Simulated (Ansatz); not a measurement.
## Sc: enthalpy against pressure

Sc, Fm-3m, a = 4.552 Å. This isn't the element's structure at ambient conditions. Ansatz: PBEsol, PAW, 420 eV, Γ-centred 16×16×16 mesh on 1 atom, Gaussian smearing 0.10 eV; no spin polarisation. Cell and atoms are relaxed at each pressure, and no other structure is tried, so the rows at high pressure may lie past a change of phase. y is the enthalpy over the state at zero pressure; there V0 = 23.578 Å³/atom. The pressures are the targets, met within 0.04 GPa.

| P (GPa) | y (eV/atom) |
| --- | --- |
| -1.0 | -0.1484 |
| 0.0 | 0.0000 |
| 1.0 | 0.1457 |
| 4.0 | 0.5684 |
| 12.0 | 1.6114 |
| 25.0 | ? |
| 50.0 | 5.6347 |
| 90.0 | 9.0030 |

Task: Fit y = c1 P + c2 P² + c3 P³ to the other rows, say what c1 and c2 mean, and predict the missing value.

Result: Least squares on the rows shown. y = 0.14353 P − 0.00078373 P² + 3.3385×10⁻⁶ P³. Since dH/dP = V, c1 is V0: 0.14353 eV/GPa × 160.2 = 22.994 Å³ against 23.578; c2 = −V0/(2B0) gives B0 = 92 GPa, where a Birch–Murnaghan fit to the volumes of the same runs (not shown) gives 54 GPa: a cubic over this range folds the higher terms into c2. Above P = −c2/(3 c3) = 78 GPa the cubic's slope, the volume, would rise with pressure, so the form fails there. At P = 25.0 the fit asked for gives 3.1506 eV/atom. The run gave 3.1227 eV/atom, so the fit is 0.0279 eV/atom too high, 0.3 % of the span of the series, against an rms of 0.0037 eV/atom on the fitted rows. With a term in P⁴ added, a fit to the same known rows predicts 3.1101 eV/atom, a smaller miss on the other side. Also, this row ran on the mesh 18×18×18, its neighbour on 16×16×16, which can shift it a little.

The mesh isn't the same in all rows (16×16×16, 18×18×18).